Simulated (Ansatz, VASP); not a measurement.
Y in VASP and in Ansatz

```
CELL_PARAMETERS angstrom
0.00000 3.54541 3.54541
3.54541 0.00000 3.54541
3.54541 3.54541 0.00000
ATOMIC_POSITIONS crystal
Y 0.12500 0.12500 0.12500
Y 0.87500 0.87500 0.87500
```

The cell was built by a generator and needn't be a form met in nature.

Alike in both runs: task relaxation of cell and atoms; functional revPBE; k mesh 8 × 8 × 8; occupations fermi-dirac, width 0.1 eV; no spin polarisation.

```csv
,VASP,Ansatz
version,VASP 6.6.1,Ansatz 0.2.0
potentials or method,"VASP PAW PBE potentials, release 64 (Y_sv)","plane waves (420 eV) with PAW, scalar-relativistic"
plane-wave cutoff (eV),600,420
valence electrons in the cell,22,22
```

Ansatz gave:

* relaxed volume (Å³/atom): 49.50
* relaxed cell length with the largest relative difference (Å): 5.193
* energy change over the relaxation (meV/atom): -8

Question: What did VASP give for the same quantities?

Answer: Relaxed volume (Å³/atom): 49.75; relaxed cell length with the largest relative difference (Å): 5.201; energy change over the relaxation (meV/atom): -9.

Caveats: the PAW data sets were made with another functional, which shifts forces and pressure a little (VASP).
